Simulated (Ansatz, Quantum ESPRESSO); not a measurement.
# 2H-MoS2, 2 layers, AA' stacking against a metal electrode: the electrode's level over the Fermi level at a withheld member of a series

Method. Quantum ESPRESSO 7.5, PBE, GBRV ultrasoft. The slab is relaxed neutral under PBE-D3(BJ), then held. ESM with bc3: vacuum below and a metal electrode about 6 Å above the top atoms. Fermi-Dirac smearing of 0.004 Ry and a dense mesh. Charges are set per cell from the starting area. The series steps the charge of the slab (positive: electrons removed).

| charge of the slab | electrode's level over the Fermi level (eV) |
| --- | --- |
| 1 ×10¹³ e/cm² | 6.437 |
| 2 ×10¹³ e/cm² | 7.485 |
| 3 ×10¹³ e/cm² | 8.514 |
| 4.5 ×10¹³ e/cm² | 10.043 |
| 6 ×10¹³ e/cm² | 11.563 |
| 7 ×10¹³ e/cm² | 12.572 |

**Question.** What is the electrode's level over the Fermi level at 8 ×10¹³ e/cm²?

**Worked estimate.** The rows at 6 ×10¹³ e/cm² and 7 ×10¹³ e/cm² give a slope of (12.572 − (11.563))/(7 − (6)) = 1.009, so a straight line gives 13.581 eV. A parabola through these and the row at 4.5 ×10¹³ e/cm² gives 13.578 eV.

**Check.** 13.581 eV. The line misses by 0.000 and the parabola by −0.003 eV. Both misses are under 5 % of the step from the nearer row.

Caveats: Vacuum fills the gap; ions don't answer the charge; added electrons can spill towards the electrode at the most negative charges. Charges count on the starting cell, which the relaxation changed by some per cent. Members without a usable value, or on the other side of zero field or charge, are not listed.
